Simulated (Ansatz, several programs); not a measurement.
RbBr (Pm-3m) from a database of computed structures, relaxed with PBE in Ansatz (plane waves, PAW): it is cubic, Pm-3m (No. 221); conventional cell a = 4.193 Å, 36.86 Å³ an atom. Rb is surrounded by 8 Br at 3.63 Å; Br is surrounded by 8 Rb at 3.63 Å. The cell was then scaled with its shape and fractional coordinates held. The values are computed, spin-unpolarised, and not measurements.

| V (Å³/atom) | E (meV/atom) |
| --- | --- |
| 34.645 | 7.12 |
| 35.751 | 1.81 |
| 36.857 | 0.00 |
| 39.068 | 4.68 |

(1) Pass a cubic E = c₀ + c₁u + c₂u² + c₃u³, with u = V − 36.580 Å³, through these points.

(2) Where is the minimum, and what bulk modulus follows?

(3) Predict the energy and the pressure at the withheld volume, 37.962 Å³.

## Answers

(1) c₀ = 0.15, c₁ = -0.904, c₂ = 1.262, c₃ = -0.0676 (meV and Å³).

(2) dE/du = 0 at u = +0.369, so V₀ = 36.95 Å³. B = V₀ d²E/dV² = 36.95 × (2c₂ + 6c₃u) = 36.95 × 2.375 = 88 meV/Å³, and 1 meV/Å³ is 0.16022 GPa: 14 GPa. A third-order Birch-Murnaghan fit to all five points gives 36.96 Å³ and 14 GPa.

(3) With u = +1.382: E ≈ 1.13 meV and P = −dE/dV ≈ -0.35 GPa. The run gives 1.11 meV and, from its stress, -0.35 GPa.
